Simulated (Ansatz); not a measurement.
# SiC: the cost of one run

Program: Ansatz 0.2.0. Level of theory: DFT PBEsol, scalar-relativistic. These are calculated values, not measurements.

## (1) Starting point

Symmetry: P6_3mc, No. 186, hexagonal system. Conventional cell: a = 3.076 Å, b = 3.076 Å, c = 5.048 Å, α = 90.00°, β = 90.00°, γ = 120.00°. Around Si (site symmetry 3m) lie 4 C at 1.87 to 1.94 Å. C (site symmetry 3m) is surrounded by 4 Si at 1.87 to 1.94 Å.

As a file:

```xyz
4
Lattice="3.0760 0.0000 0.0000 -1.5380 2.6639 0.0000 0.0000 0.0000 5.0480" Properties=species:S:1:pos:R:3 pbc="T T T"
Si    0.0000    1.7759    0.0000
Si    1.5380    0.8880    2.5240
C     0.0000    1.7759    1.9435
C     1.5380    0.8880    4.4675
```

Atoms are numbered in the order of the input: Si1, Si2, C3, C4.

## (2) After the deformation

Space group P6_3mc before, P6_3mc after.

## (3) Full-potential LAPW

input.yaml reads:

```yaml
crystal:
  lattice:
    - [2.9837182602, 0.0, 0.0]
    - [-1.4918591301, 2.5839758111, 0.0]
    - [0.0, 0.0, 5.048]
  atoms:
    - { symbol: Si, position: [0.3333333333, 0.6666666667, 0.0] }
    - { symbol: Si, position: [0.6666666667, 0.3333333333, 0.5] }
    - { symbol: C, position: [0.3333333333, 0.6666666667, 0.385] }
    - { symbol: C, position: [0.6666666667, 0.3333333333, 0.885] }
kpoints:
  mp_grid: { grid: [15, 15, 8] }
  band_path:
    path:
      - [0.0, 0.0, 0.0]
      - [0.5, 0.0, 0.0]
      - [0.3333333333, 0.3333333333, 0.0]
      - [0.0, 0.0, 0.0]
      - [0.0, 0.0, 0.5]
      - [0.5, 0.0, 0.5]
      - [0.3333333333, 0.3333333333, 0.5]
      - [0.0, 0.0, 0.5]
      - [0.5, 0.0, 0.5]
    npoints: 5
scf:
  occupations: { method: fermi_dirac, width: 0.08 }
hamiltonian:
  xc: pbesol
  pseudopotentials: { kind: all_electron, lapw: { basis_error: 0.001 } }
output:
  forces: true
  stress: true
  eigenvalues: true
```

Launch:

```
> ansatz run input.yaml --threads 1 --pin off --max-ram 6144MiB --backend cpu --events-out ev --progress --plain --runs-dir out
```

**Question.** How long does this run take on 1 thread of Arm Neoverse V2, shared host, and how much memory does it need?

About 87 s, with a peak of 0.55 GiB.
